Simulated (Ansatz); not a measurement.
Input and command of a plane-wave DFT calculation in Ansatz:

```yaml
crystal:
  lattice:
    - [0.0, 2.573025, 2.573025]
    - [2.573025, 0.0, 2.573025]
    - [2.573025, 2.573025, 0.0]
  atoms:
    - { symbol: Zr, position: [0.0, 0.0, 0.0] }
    - { symbol: O, position: [0.25, 0.25, 0.25] }
    - { symbol: O, position: [0.75, 0.75, 0.75] }
basis:
  ecutwfc: 420
kpoints:
  mp_grid: { grid: [8, 8, 8] }
hamiltonian:
  xc: pbe
scf:
  occupations: { method: gaussian, width: 0.05 }
output:
  forces: true
  stress: true
  eigenvalues: true
```

```bash
ansatz run input.yaml --threads 1 --pin off --max-ram 2560MiB --backend cpu --events-out ev --progress --plain --runs-dir out
```

Processor: Intel(R) Xeon(R) Processor @ 2.70GHz, 1 thread, on a host shared with other jobs.

**Question.** How long does it run, and how much memory does it take?

**Answer.** About 1.1 s on 1 thread of Intel(R) Xeon(R) Processor @ 2.70GHz (shared host), peak memory 0.32 GiB. It solves 16 bands at 29 k points (the mesh reduced by the symmetry that the task leaves, which can be less than the crystal's) with about 645 plane waves, in 6 SCF iterations.
